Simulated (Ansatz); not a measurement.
# CaF2: the cost of one run

Program: Ansatz 0.2.0. Level of theory: reference: DFT, HSE06, plane waves, PAW. These are calculated values, not measurements.

5 further runs of the same task are left out: 1 for a known fault of the program, 4 that didn't finish.

## Step 1: The starting structure

Symmetry: Fm-3m, No. 225, cubic system. Conventional cell: a = 5.439 Å, b = 5.439 Å, c = 5.439 Å, α = 90.00°, β = 90.00°, γ = 90.00°. Around Ca (site symmetry m-3m) lie 8 F at 2.36 Å. Around F (site symmetry -43m) lie 4 Ca at 2.36 Å.

As a file:

```xyz
3
Lattice="0.0000 2.7196 2.7196 2.7196 0.0000 2.7196 2.7196 2.7196 0.0000" Properties=species:S:1:pos:R:3 pbc="T T T"
Ca    0.0000    0.0000    0.0000
F     1.3598    1.3598    1.3598
F     4.0794    4.0794    4.0794
```

## Step 2: Reference

Input file input.yaml:

```yaml
crystal:
  lattice:
    - [0.0, 2.7195929736, 2.7195929736]
    - [2.7195929736, 0.0, 2.7195929736]
    - [2.7195929736, 2.7195929736, 0.0]
  atoms:
    - { symbol: Ca, position: [0.0, 0.0, 0.0] }
    - { symbol: F, position: [0.25, 0.25, 0.25] }
    - { symbol: F, position: [0.75, 0.75, 0.75] }
kpoints:
  mp_grid: { grid: [4, 4, 4] }
hamiltonian:
  xc: hse06
scf:
  occupations: { method: fixed }
  n_extra_bands: 4
output:
  forces: true
  stress: true
  eigenvalues: true
```

Started as:

```console
$ ansatz run input.yaml --threads 4 --pin off --max-ram 3686MiB --backend cpu --events-out ev --progress --plain --runs-dir out
```

Q: Estimate wall time and peak memory on 4 threads of an x86-64 CPU, shared host.

About 12 s, with a peak of 0.52 GiB.
